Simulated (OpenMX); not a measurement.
The system is TiO2.

```
Ti O
1.0
     4.59984    0.00000    0.00000
     0.00000    4.59984    0.00000
     0.00000    0.00000    2.95921
Ti O
2 4
Direct
  0.00000 0.00000 0.50000
  0.50000 0.50000 0.00000
  0.30432 0.30432 0.50000
  0.19568 0.80432 0.00000
  0.80432 0.19568 0.00000
  0.69568 0.69568 0.50000
```

The cell is a database's computed one.

| Property | Result |
| --- | --- |
| Program | OpenMX 3.8.5 |
| Task | single point |
| Functional | PBE |
| Potentials or basis | OpenMX 2013 PBE set, Ti7.0-s3p2d2, O6.0-s2p2d1, grid cutoff 400 Ry |
| k mesh | 7 × 7 × 9 |
| Occupations | fermi-dirac, width 0.05 eV |
| Spin | no spin polarisation |

On this cell: pressure 3.9 GPa; largest force 0.019 eV/Å; band gap on the k mesh 1.68 eV, direct.

The same run follows on a disturbed copy (atoms moved at random, drawn with an rms of 0.05 Å):

```
Ti O
1.0
     4.59984    0.00000    0.00000
     0.00000    4.59984    0.00000
     0.00000    0.00000    2.95921
Ti O
2 4
Direct
  0.99285 0.00757 0.49742
  0.49187 0.51062 0.99653
  0.30654 0.30354 0.49639
  0.18927 0.80785 0.00486
  0.79551 0.19416 0.00703
  0.69910 0.70567 0.50990
```

Problem. What changes?

Solution. The energy moves by +5.0 meV/atom; pressure 3.7 GPa; largest force 0.877 eV/Å; band gap on the k mesh 1.63 eV, indirect (least direct gap 1.64 eV).

Forces on the atoms (eV/Å):
```
Ti  -0.092  0.153 -0.035
Ti  -0.051  0.018 -0.054
O    0.146  0.451  0.292
O    0.367 -0.266  0.012
O    0.175  0.310 -0.061
O   -0.544 -0.670 -0.156
```

Caveats: an odd mesh through Γ misses points on the zone boundary, where band edges often lie; the basis of atomic orbitals isn't converged, which shifts pressures, moduli and gaps.
